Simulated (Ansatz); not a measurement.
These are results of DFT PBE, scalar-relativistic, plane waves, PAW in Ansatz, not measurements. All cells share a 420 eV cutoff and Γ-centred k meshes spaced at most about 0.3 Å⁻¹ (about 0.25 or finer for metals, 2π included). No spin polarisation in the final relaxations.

Temperature and zero-point effects are left out.

Compare these two cells of Cd₅HgTe₆, each relaxed at this level.

A.

Space group P4/mmm (No. 123). a = 4.320 Å, b = 4.320 Å, c = 18.526 Å, α = 90.00°, β = 90.00°, γ = 90.00°
```
atom  site  symmetry       x       y       z
  Cd    2g       4mm  0.0000  0.0000  0.8322
  Cd    2h       4mm  0.5000  0.5000  0.3340
  Cd    1b     4/mmm  0.0000  0.0000  0.5000
  Hg    1c     4/mmm  0.5000  0.5000  0.0000
  Te    1a     4/mmm  0.0000  0.0000  0.0000
  Te    2h       4mm  0.5000  0.5000  0.1722
  Te    2g       4mm  0.0000  0.0000  0.3353
  Te    1d     4/mmm  0.5000  0.5000  0.5000
```

B.

Space group P-4m2 (No. 115). a = 4.684 Å, b = 4.684 Å, c = 19.869 Å, α = 90.00°, β = 90.00°, γ = 90.00°
```
atom  site  symmetry       x       y       z
  Cd    2e      2mm.  0.0000  0.0000  0.8329
  Cd    2f      2mm.  0.5000  0.5000  0.3336
  Cd    1d      -4m2  0.0000  0.0000  0.5000
  Hg    1b      -4m2  0.5000  0.5000  0.0000
  Te    2g      2mm.  0.5000  0.0000  0.0842
  Te    2g      2mm.  0.0000  0.5000  0.2504
  Te    2g      2mm.  0.5000  0.0000  0.4168
```

Problem. Which form is favoured at zero pressure, and by what margin per atom?

Solution. B is lower, by 175 meV/atom. A has Cd and Hg ordered on rock salt sites, space group P4/mmm (No. 123), 28.8 Å³/atom and no gap on its mesh; B has Cd and Hg ordered on zinc blende sites, space group P-4m2 (No. 115), 36.3 Å³/atom and a gap of 0.30 eV. Counting Te atoms around Cd and Hg (those within 1.25 times the shortest such distance or 1.15 times the sum of covalent radii), A has Cd 6, Hg 6 and B has Cd 4, Hg 4. The lower one is the more open, so pressure narrows the difference. In A, around Cd on a site of symmetry 4mm lie 6 Te at 3.06–3.11 Å; Hg is surrounded by 6 Te at 3.05–3.19 Å; around Te on a site of symmetry 4/mmm lie 4 Hg at 3.05 Å and 2 Cd at 3.11 Å; 5 more sites not described. In B, Cd on a site of symmetry 2mm is surrounded by 4 Te at 2.86–2.87 Å; around Hg lie 4 Te at 2.88 Å; Te on its first site has 2 Cd at 2.86 Å and 2 Hg at 2.88 Å; 4 more sites not described. Both come from invented guesses.

These runs have no spin–orbit coupling, which can matter for Hg and Te. Kohn–Sham gaps at this level usually fall short of measured ones. The missing spin–orbit coupling can work the other way here. Cells relaxed within their symmetry can be saddle points.

The preference for B fits the tetrahedral, partly covalent bonding usual in CdTe and HgTe. With four neighbours, cation s and p states and Te p states form strong directional bonds. Six-fold coordination spreads the bonding over more and longer contacts, and the modest electronegativity difference gives too little extra Madelung energy to compensate. B therefore has the shorter bonds despite its larger volume, 36.3 against 28.8 Å³/atom.

Within B, the Cd–Te and Hg–Te distances are nearly equal, so Hg probably fits into the CdTe framework with little strain. Its main influence is likely electronic: the relativistically stabilised Hg 6s level pulls down the s-like conduction-band edge, in keeping with the small gap. In A, the absence of a gap is consistent with broader, overlapping bands in the denser octahedral network.

The energy difference ranks these two ordered structures only, and doesn't show whether B is stable against cation disorder or separation into CdTe and HgTe.
